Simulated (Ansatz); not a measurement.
# HfSi2 (database structure): how the settings move a relaxation

How sensitive is a relaxation of HfSi2 (database structure) to its settings? A reference run comes first, then three runs with altered input.

Program: Ansatz 0.2.0. Level of theory: reference: DFT PBE, plane waves, PAW, scalar-relativistic, no spin polarisation. These are calculated values, not measurements.

1 further run of the same task is left out (set aside as unsound or not needed).

## 1. The starting structure

Symmetry: Cmcm, No. 63, orthorhombic system. Conventional cell: a = 3.725 Å, b = 14.781 Å, c = 3.694 Å, α = 90.00°, β = 90.00°, γ = 90.00°. Si (site symmetry m2m) is surrounded by 2 Si at 2.54 Å and 6 Hf at 2.71 to 3.07 Å. Hf (site symmetry m2m) has 10 Si at 2.71 to 3.07 Å as nearest neighbours. Si (site symmetry m2m) is surrounded by 4 Si at 2.62 Å and 4 Hf at 2.82 to 2.83 Å.

Coordinates:

```
Si Hf
1.0
     3.72513    0.00000    0.00000
     1.86256   -7.39040    0.00000
     0.00000    0.00000   -3.69368
Si Hf
4 2
Cartesian
  1.8626 -0.8721 -2.7703
  3.7251 -6.5183 -0.9234
  3.7251 -3.6952 -2.7703
  1.8626 -3.6952 -0.9234
  1.8626 -5.8236 -2.7703
  3.7251 -1.5668 -0.9234
```

## 2. Baseline

input.yaml

```yaml
crystal:
  lattice:
    - [3.725126, 0.0, 0.0]
    - [1.862563, -7.390399, 0.0]
    - [0.0, 0.0, -3.693678]
  atoms:
    - { symbol: Si, position: [0.441, 0.118, 0.75] }
    - { symbol: Si, position: [0.559, 0.882, 0.25] }
    - { symbol: Hf, position: [0.106, 0.788, 0.75] }
    - { symbol: Hf, position: [0.894, 0.212, 0.25] }
    - { symbol: Si, position: [0.75, 0.5, 0.75] }
    - { symbol: Si, position: [0.25, 0.5, 0.25] }
  symmetry: { tolerance: 0.0003 }
kpoints:
  mp_grid: { grid: [5, 5, 5], shift: [0, 0, 0] }
magnetization:
  spin_polarized: false
scf:
  occupations: { method: fermi_dirac }
hamiltonian:
  pseudopotentials: { kind: paw }
  xc: pbe
basis:
  ecutwfc: 420
output:
  forces: true
  stress: true
  eigenvalues: true
relax:
  max_steps: 40
  cell: {}
```

Command:

```console
ansatz run input.yaml --threads 1 --pin off --max-ram 2560MiB --backend cpu --events-out ev --progress --plain --runs-dir out
```

What it wrote (excerpt; [...] marks lines left out):

```text
Warning: RAYON_NUM_THREADS=1 ignored (pool sized by the plan → 1); use --threads N
[...]
Pseudopotentials: kind: paw
Pseudopotential: Si, paw, valence charge 4, recommended cutoff 420 eV (normal), Si.paw.azcp
Pseudopotential: Hf, paw, valence charge 26, recommended cutoff 420 eV (normal), Hf.paw.azcp
Functional definition: PBE
[...]
Crystal: 6 atoms, lattice volume = 101.688 Å³
Basis set: ecut = 420 eV, 1995 PW (Γ), exchange–correlation on 50×108×50 points (8 copies of the dense FFT grid, shifted against one another)
Bands: 41, of which v1, the nominal top of the filled ones, is band 34 counted from 1 (33 counted from 0)
Symmetry: 8 space group operations
Space group: Cmcm (ITA 63), of the structure as read, at distance tolerance 1.4e-3 Å
k-points: 27 of 125
[...]
SCF iter   1: F=—  HF=-33989.266270 eV  |F-HF|=—  |Δ(HF+E_count)|=         —  Δρ=2.61e-3  dr2=2.34e-2  ethr=1.77e-3  ⟨swp⟩=6.4  Hψ=4258  notcnv=0
[...]
relax step   1: F+E_penalty+E_count = -33989.26595417 eV  Δ(F+E_penalty+E_count) = +0.000e0 eV  max|allowed force component| = 6.328e-1 eV/Å  Δτ_max = 0.0000 Å  P = -4.015 GPa  Ω = 101.688 Å³  (7 SCF iters, dr2 threshold 1.00e-7 eV, accepted)
[...]
relax step   6: F+E_penalty+E_count = -33989.36139642 eV  Δ(F+E_penalty+E_count) = -4.050e-4 eV  max|allowed force component| = 4.994e-4 eV/Å  Δτ_max = 0.0048 Å  P = -0.001 GPa  Ω = 98.506 Å³  energy of the carried Pulay correction = +6.825e-4 eV  (8 SCF iters, accepted)
[...]
E sigma→0 (E₀):  -33989.335405 eV
Entropy (-TS):   -0.050798 eV (-8.466 meV/atom)
Fermi energy:    15.411002 eV
[...]
--- Forces (eV/Å), atoms counted from 1 ---
  atom   1  Si    -0.00000000    -0.00045850    -0.00000000
  atom   2  Si     0.00000000     0.00045850     0.00000000
  atom   3  Hf     0.00000000    -0.00009566    -0.00000000
  atom   4  Hf    -0.00000000     0.00009566     0.00000000
  atom   5  Si    -0.00000000     0.00030909    -0.00000000
  atom   6  Si     0.00000000    -0.00030909     0.00000000
[...]
--- Stress (GPa, compression-positive) ---
        0.007224       0.000000       0.000000
        0.000000      -0.013596      -0.000000
        0.000000      -0.000000      -0.016259
  P = ⅓ Tr σ = -0.0075 GPa (-0.075 kbar)
--- Band table (eV; the first three rows and the last of 27) ---
[...]
--- Relaxed structure (6 steps of the walk, 5 accepted, 1 SCFs on fresh bases) ---
  F+E_penalty+E_count = -33989.36080379 eV   max|allowed force component| = 4.585e-4 eV/Å   (the final SCF, on the basis selected at the relaxed cell)
  cell:  # Å, volume = 98.5057 Å³
    - [3.708374115192144, 0.0, 0.0]
    - [1.854187057596072, -7.28308265899818, 0.0]
    - [0.0, 0.0, -3.647224672568505]
  atoms:
    - { symbol: Si, position: [0.4455604105423869, 0.10887917891522612, 0.7500000000000001] }
    - { symbol: Si, position: [0.5544395894576131, 0.891120821084774, 0.25000000000000006] }
    - { symbol: Hf, position: [0.10501611521722365, 0.7899677695655529, 0.7500000000000001] }
    - { symbol: Hf, position: [0.8949838847827765, 0.21003223043444705, 0.25000000000000006] }
    - { symbol: Si, position: [0.7495391221659449, 0.5009217556681103, 0.7500000000000001] }
    - { symbol: Si, position: [0.25046087783405513, 0.4990782443318897, 0.25000000000000006] }
```

It took 55 s on 1 thread of Arm Neoverse V2, shared host; peak memory 0.4 GiB.

## 3. Variant: symmetry.detect false, tolerance left out

input.yaml: that of step 2 with these lines changed.

```diff
@@ -12,3 +12,3 @@
     - { symbol: Si, position: [0.25, 0.5, 0.25] }
-  symmetry: { tolerance: 0.0003 }
+  symmetry: { detect: false }
 kpoints:
@@ -28,2 +28,6 @@
   eigenvalues: true
+  write_density: true
+  write_potential: true
+  elf: true
+  volumetric_format: npy
 relax:
```

Command:

```console
ansatz run input.yaml --threads 1 --pin off --max-ram 2560MiB --backend cpu --events-out ev --progress --plain --runs-dir out
```

What it wrote (excerpt; [...] marks lines left out):

```text
Warning: RAYON_NUM_THREADS=1 ignored (pool sized by the plan → 1); use --threads N
the start keeps a symmetry that the run doesn't impose, so 6 atoms are moved at random by 1.00e-2 Å, to let the relaxation leave a saddle point. relax.escape_saddle: false keeps them in place
[...]
[... 4 set-up lines as earlier in the session ...]
[...]
Crystal: 6 atoms, lattice volume = 101.688 Å³
Basis set: ecut = 420 eV, 1995 PW (Γ), exchange–correlation on 50×108×50 points (8 copies of the dense FFT grid, shifted against one another)
Bands: 41, of which v1, the nominal top of the filled ones, is band 34 counted from 1 (33 counted from 0)
Symmetry: 1 space group operations
k-points: 63 of 125 (time reversal used)
[...]
SCF iter   1: F=—  HF=-33989.252865 eV  |F-HF|=—  |Δ(HF+E_count)|=         —  Δρ=2.62e-3  dr2=2.38e-2  ethr=1.77e-3  ⟨swp⟩=6.6  Hψ=10071  notcnv=0
[...]
WARN: the relaxation ended near the 8 symmetry operations of its rattled start. A stable structure does so, and so can a saddle point along a move or strain that wasn't checked. `relax.random_displacement` or `relax.escape_saddle: true` tries the moves, and a distorted `crystal.lattice` a strain
[...]
        0.000060      -0.014957      -0.000184
        0.000018      -0.000184      -0.001812
  P = ⅓ Tr σ = -0.0078 GPa (-0.078 kbar)
--- Band table (eV; the first three rows and the last of 63) ---
[...]
--- Relaxed structure (6 steps of the walk, 5 accepted, 1 SCFs on fresh bases) ---
  F+E_penalty+E_count = -33989.36080657 eV   max|allowed force component| = 5.742e-4 eV/Å   (the final SCF, on the basis selected at the relaxed cell)
  cell:  # Å, volume = 98.5055 Å³
    - [3.7087441384700135, 9.256997371420475e-7, -2.7566931784736963e-7]
    - [1.8543702327090983, -7.283015205737051, -1.4057293479778354e-6]
    - [2.7334208147800543e-7, -6.336863164324627e-7, -3.646887756532013]
  atoms:
    - { symbol: Si, position: [0.446081105778791, 0.10827897412391584, 0.7491534098619741] }
    - { symbol: Si, position: [0.5549790078396912, 0.8904764670897775, 0.24915542815890113] }
    - { symbol: Hf, position: [0.10553835539590029, 0.7893490547813354, 0.7491547317993393] }
    - { symbol: Hf, position: [0.8955182780266442, 0.20940518661460017, 0.2491483493081007] }
    - { symbol: Si, position: [0.7500633964965648, 0.500303373322622, 0.7491559780428543] }
    - { symbol: Si, position: [0.25099879187029117, 0.49844867757691014, 0.24915161807601555] }
```

Run time: 4.2 min. Hardware: 1 thread of Arm Neoverse V2, shared host; peak memory 0.5 GiB.

The changed use of symmetry doesn't alter the result here (within 0.5 meV/atom).

## 4. Variant: scf.algorithm density_mixing, chi_scale 0.0

input.yaml: that of step 2 with these lines changed.

```diff
@@ -19,2 +19,4 @@
   occupations: { method: fermi_dirac }
+  algorithm: density_mixing
+  initial_density: { chi_scale: 0.0 }
 hamiltonian:
```

Command:

```console
ansatz run input.yaml --threads 1 --pin off --max-ram 2560MiB --backend cpu --events-out ev --progress --plain --runs-dir out
```

What it wrote (excerpt; [...] marks lines left out):

```text
Warning: RAYON_NUM_THREADS=1 ignored (pool sized by the plan → 1); use --threads N
[...]
[... 4 set-up lines as earlier in the session ...]
[...]
Crystal: 6 atoms, lattice volume = 101.688 Å³
Basis set: ecut = 420 eV, 1995 PW (Γ), exchange–correlation on 50×108×50 points (8 copies of the dense FFT grid, shifted against one another)
Bands: 41, of which v1, the nominal top of the filled ones, is band 34 counted from 1 (33 counted from 0)
[... 2 set-up lines as earlier in the session ...]
k-points: 27 of 125
[...]
SCF iter   1: F=—  HF=-33989.612913 eV  |F-HF|=—  |Δ(HF+E_count)|=         —  Δρ=3.44e-2  dr2=1.31e0  ethr=3.10e-3  ⟨swp⟩=6.5  Hψ=4231  notcnv=0
[...]
        0.007838       0.000000       0.000000
        0.000000      -0.014437      -0.000000
        0.000000      -0.000000      -0.015701
  P = ⅓ Tr σ = -0.0074 GPa (-0.074 kbar)
--- Band table (eV; the first three rows and the last of 27) ---
[...]
--- Relaxed structure (6 steps of the walk, 5 accepted, 1 SCFs on fresh bases) ---
  F+E_penalty+E_count = -33989.36080377 eV   max|allowed force component| = 4.021e-4 eV/Å   (the final SCF, on the basis selected at the relaxed cell)
  cell:  # Å, volume = 98.5056 Å³
    - [3.708366515433232, 0.0, 0.0]
    - [1.854183257716616, -7.2831195684905845, 0.0]
    - [0.0, 0.0, -3.6472119572740556]
  atoms:
    - { symbol: Si, position: [0.4455602188203894, 0.10887956235922112, 0.75] }
    - { symbol: Si, position: [0.5544397811796105, 0.891120437640779, 0.25] }
    - { symbol: Hf, position: [0.10501566823135283, 0.7899686635372943, 0.75] }
    - { symbol: Hf, position: [0.894984331768647, 0.210031336462706, 0.25] }
    - { symbol: Si, position: [0.7495386380855944, 0.5009227238288112, 0.75] }
    - { symbol: Si, position: [0.2504613619144055, 0.499077276171189, 0.25] }
```

It took 54 s on 1 thread of Arm Neoverse V2, shared host; peak memory 0.39 GiB.

With the changed solver and start the energy agrees within 0.5 meV/atom. Cost: 49 SCF cycles against 47.

## 5. Variant: preconditioner resta

input.yaml: that of step 2 with these lines changed.

```diff
@@ -19,2 +19,3 @@
   occupations: { method: fermi_dirac }
+  mixing: { preconditioner: resta }
 hamiltonian:
@@ -28,2 +29,6 @@
   eigenvalues: true
+  write_density: true
+  write_potential: true
+  elf: true
+  volumetric_format: npy
 relax:
```

Command:

```console
ansatz run input.yaml --threads 1 --pin off --max-ram 2560MiB --backend cpu --events-out ev --progress --plain --runs-dir out
```

What it wrote (excerpt; [...] marks lines left out):

```text
Warning: RAYON_NUM_THREADS=1 ignored (pool sized by the plan → 1); use --threads N
[...]
[... 4 set-up lines as earlier in the session ...]
[...]
Crystal: 6 atoms, lattice volume = 101.688 Å³
Basis set: ecut = 420 eV, 1995 PW (Γ), exchange–correlation on 50×108×50 points (8 copies of the dense FFT grid, shifted against one another)
Bands: 41, of which v1, the nominal top of the filled ones, is band 34 counted from 1 (33 counted from 0)
[... 2 set-up lines as earlier in the session ...]
k-points: 27 of 125
[...]
SCF iter   1: F=—  HF=-33989.266270 eV  |F-HF|=—  |Δ(HF+E_count)|=         —  Δρ=2.61e-3  dr2=2.34e-2  ethr=1.77e-3  ⟨swp⟩=6.4  Hψ=4258  notcnv=0
[...]
        0.000000      -0.014380       0.000000
        0.000000       0.000000      -0.015860
  P = ⅓ Tr σ = -0.0075 GPa (-0.075 kbar)
--- Band table (eV; the first three rows and the last of 27) ---
[...]
--- Relaxed structure (6 steps of the walk, 5 accepted, 1 SCFs on fresh bases) ---
  F+E_penalty+E_count = -33989.36080376 eV   max|allowed force component| = 3.959e-4 eV/Å   (the final SCF, on the basis selected at the relaxed cell)
  cell:  # Å, volume = 98.5057 Å³
    - [3.7083658021921453, 0.0, 0.0]
    - [1.8541829010960726, -7.283119651631839, 0.0]
    - [0.0, 0.0, -3.64721368971251]
  atoms:
    - { symbol: Si, position: [0.44556015824799144, 0.10887968350401704, 0.7500000000000001] }
    - { symbol: Si, position: [0.5544398417520084, 0.8911203164959831, 0.25] }
    - { symbol: Hf, position: [0.10501593297892703, 0.7899681340421459, 0.7500000000000001] }
    - { symbol: Hf, position: [0.8949840670210729, 0.21003186595785425, 0.25] }
    - { symbol: Si, position: [0.7495384267627874, 0.5009231464744254, 0.7500000000000001] }
    - { symbol: Si, position: [0.25046157323721263, 0.49907685352557474, 0.25] }
```

Run time: 63 s. Hardware: 1 thread of Arm Neoverse V2, shared host; peak memory 0.41 GiB.

The changed mixing doesn't alter the result here (within 0.5 meV/atom).

## 6. All runs together

```
                                           run     ending  energy change  pressure (GPa)  gap (eV)  force (eV/Å)  cycles     time
                                     reference  converged              0             0.0      0.00          0.00      47     55 s
  1: symmetry.detect false, tolerance left out  converged   0.0 meV/atom             0.0      0.00          0.00      48  4.2 min
2: scf.algorithm density_mixing, chi_scale 0.0  converged   0.0 meV/atom             0.0      0.00          0.00      49     54 s
                       3: preconditioner resta  converged   0.0 meV/atom             0.0      0.00          0.00      49     63 s
```

Times don't compare one to one where runs were asked for different outputs or read a saved state (see the inputs); cycles may leave out searches for a lower state.

What this shows: Of the converged runs whose energies compare with the reference's, none moves it noticeably.

The reference is no final answer either: its mesh is coarse for a cell with so small a gap or none.
